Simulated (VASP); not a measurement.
# MgS: restarted molecular dynamics, 2 variants

MgS, F-43m (no. 216), 8 atoms in the cell. PBE, molecular dynamics; PAW potentials S, Mg (PBE set).

| Restart from | Temperature at the end (K) | The same without a restart (K) | Potential energy at the end (eV/atom) | The same without a restart (eV/atom) | Electronic steps in the first step after the restart | Time (s) |
|---|---|---|---|---|---|---|
| CONTCAR with velocities, WAVECAR read | 420.0 | 420.0 | -4.20685 | -4.20685 | 4 | 118 |
| CONTCAR with velocities, no WAVECAR | 420.0 | 420.0 | -4.20684 | -4.20685 | 14 | 103 |

Limits: 120 fs of 8 atoms are too short for converged averages.

## Input of the first row

INCAR.step1:
```
SYSTEM = MgS
GGA      = PE             ! functional
PREC     = Normal         ! precision mode
ENCUT    = 260            ! plane-wave cutoff, eV
EDIFF    = 1E-6           ! SCF threshold, eV
NELMIN   = 4            
NELM     = 60             ! most SCF steps
ALGO     = Normal         ! electronic algorithm
LREAL    = Auto         
LASPH    = .True.         ! aspherical terms in the spheres
ISMEAR   = 0              ! smearing method
SIGMA    = 0.05           ! smearing width, eV
ISYM     = 0            
LWAVE    = .True.         ! write WAVECAR
LCHARG   = .False.        ! write CHGCAR
IBRION   = 0              ! ionic algorithm
NSW      = 30             ! ionic steps
POTIM    = 2.0            ! step
TEBEG    = 600          
ISIF     = 2              ! what is computed and relaxed
RANDOM_SEED= 510537 0 0   
MDALGO   = 1            
ANDERSEN_PROB= 0.0          
KPAR     = 2             
```

INCAR.step2, as INCAR.step1 but for:
```
- LWAVE = .True.
+ LWAVE = .False.
```

KPOINTS:
```
k-points
0
Monkhorst-Pack
  2 2 2
```

POSCAR.step1:
```
MgS
1.0
    5.6662400936      0.0000000000      0.0000000000
    0.0000000000      5.6662400936      0.0000000000
    0.0000000000      0.0000000000      5.6662400936
S Mg
4 4
Direct
    0.2500000000      0.2500000000      0.7500000000
    0.2500000000      0.7500000000      0.2500000000
    0.7500000000      0.2500000000      0.2500000000
    0.7500000000      0.7500000000      0.7500000000
    0.0000000000      0.0000000000      0.0000000000
    0.0000000000      0.5000000000      0.5000000000
    0.5000000000      0.0000000000      0.5000000000
    0.5000000000      0.5000000000      0.0000000000
```

Commands (each step's output is kept before the next begins):
```
cat potpaw_PBE.64/S/POTCAR potpaw_PBE.64/Mg/POTCAR > POTCAR
cp INCAR.step1 INCAR
cp POSCAR.step1 POSCAR
mpirun -np 2 vasp_std > vasp.out
cp CONTCAR POSCAR
cp INCAR.step2 INCAR
mpirun -np 2 vasp_std > vasp.out
```

Changes of the last row against the first:
```
(step 1)
- LWAVE = True
+ LWAVE = False
```

VASP 6.6.1 took 118 s on 2 cores (Intel Xeon Platinum 8488C (Sapphire Rapids)), a shared host.
